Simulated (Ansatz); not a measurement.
Input of an Ansatz 0.2.0 run:

Contents of input.yaml:

```yaml
crystal:
  lattice:
    - [4.5507, 0.0, 0.0]
    - [0.0, 4.5507, 0.0]
    - [0.0, 0.0, 4.5507]
  atoms:
    - { symbol: Fe, position: [0.86348, 0.63652, 0.36348], spin: 3.0 }
    - { symbol: Fe, position: [0.63652, 0.36348, 0.86348], spin: 3.0 }
    - { symbol: Fe, position: [0.36348, 0.86348, 0.63652], spin: 3.0 }
    - { symbol: Fe, position: [0.13652, 0.13652, 0.13652], spin: 3.0 }
    - { symbol: Si, position: [0.1576, 0.3424, 0.6576] }
    - { symbol: Si, position: [0.3424, 0.6576, 0.1576] }
    - { symbol: Si, position: [0.6576, 0.1576, 0.3424] }
    - { symbol: Si, position: [0.8424, 0.8424, 0.8424] }
hamiltonian:
  xc: pbe
  pseudopotentials: { kind: paw }
magnetization:
  spin_polarized: true
kpoints:
  mp_grid: { grid: [6, 6, 6] }
  band_path:
    path:
      - [[0.0, 0.0, 0.0], [0.0, 0.5, 0.0], [0.5, 0.5, 0.0], [0.0, 0.0, 0.0], [0.5, 0.5, 0.5], [0.0, 0.5, 0.0]]
      - [[0.5, 0.5, 0.0], [0.5, 0.5, 0.5]]
    npoints: 10
scf:
  occupations: { method: fermi_dirac, width: 0.05 }
  n_extra_bands: 20
output:
  forces: true
  stress: true
  eigenvalues: true
  fatbands: true
```

Potentials or basis: Ansatz PAW.

Launch:

```console
$ ansatz run input.yaml --threads 4 --pin off --max-ram 11264MiB --backend cpu --events-out ev --progress --plain --runs-dir out
```

Q: Predict the net moment.

A: 3.73 μB per cell.

Q: What does it give for the site moments?

A: Fe +1.02; Si -0.05 μB.

Forces on the atoms (eV/Å):
```
Fe   0.023 -0.023  0.023
Fe  -0.023  0.023  0.023
Fe   0.023  0.023 -0.023
Fe  -0.023 -0.023 -0.023
Si  -0.054  0.054 -0.054
Si   0.054 -0.054 -0.054
Si  -0.054 -0.054  0.054
Si   0.054  0.054  0.054
```
